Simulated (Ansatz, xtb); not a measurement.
Redistribution: C3H7I + CH4S → C3H8S + CH3I

Species: C3H7I (1-iodopropane) `CCCI`, singlet; CH4S (methanethiol) `CS`, singlet; C3H8S (1-propanethiol) `CCCS`, singlet; CH3I (methyl iodide) `CI`, singlet. The partners trade I for SH; both sit on C, so the bond types are kept.

Shapes, held fixed at every level: PBE0-D4/def2-TZVP. Flexible molecules stand in one conformer, not always the lowest. Programs: Ansatz 0.2.0, xtb 6.7.1. Electronic energies: no zero-point or thermal term.

```json
{"level": "GFN0-xTB", "kind": "semi-empirical", "ΔE (kJ/mol)": "-6.1", "less CCSD(T)/def2-TZVPP": "-7.7"}
{"level": "HF/def2-TZVPP", "kind": "Hartree–Fock", "ΔE (kJ/mol)": "0.0", "less CCSD(T)/def2-TZVPP": "-1.6"}
{"level": "PBE0-D4/def2-TZVPP", "kind": "global hybrid", "ΔE (kJ/mol)": "+1.2", "less CCSD(T)/def2-TZVPP": "-0.4"}
{"level": "wB97M-V/def2-TZVPP", "kind": "range-separated hybrid", "ΔE (kJ/mol)": "+0.6", "less CCSD(T)/def2-TZVPP": "-1.0"}
{"level": "wB97X-V/def2-TZVPP", "kind": "range-separated hybrid", "ΔE (kJ/mol)": "+0.4", "less CCSD(T)/def2-TZVPP": "-1.2"}
{"level": "B2PLYP/def2-TZVPP", "kind": "double hybrid", "ΔE (kJ/mol)": "+1.3", "less CCSD(T)/def2-TZVPP": "-0.3"}
{"level": "CCSD/def2-TZVPP", "kind": "coupled cluster or CI", "ΔE (kJ/mol)": "+1.3", "less CCSD(T)/def2-TZVPP": "-0.3"}
{"level": "CCSD(T)/def2-TZVPP", "kind": "coupled cluster or CI", "ΔE (kJ/mol)": "+1.6", "less CCSD(T)/def2-TZVPP": "0.0"}
```

The highest level, CCSD(T)/def2-TZVPP, gives ΔE = +1.6 kJ/mol; the levels span -6.1 to +1.6. That is about zero within the method's error. They disagree on the sign: 6 of 8 are positive. The column of differences is taken from that level and isn't an error. No measured value is set beside it here. For atoms past krypton def2 sets carry core potentials with scalar relativity. Correlated rows may include outer-core shells of I, which these sets cover unevenly.
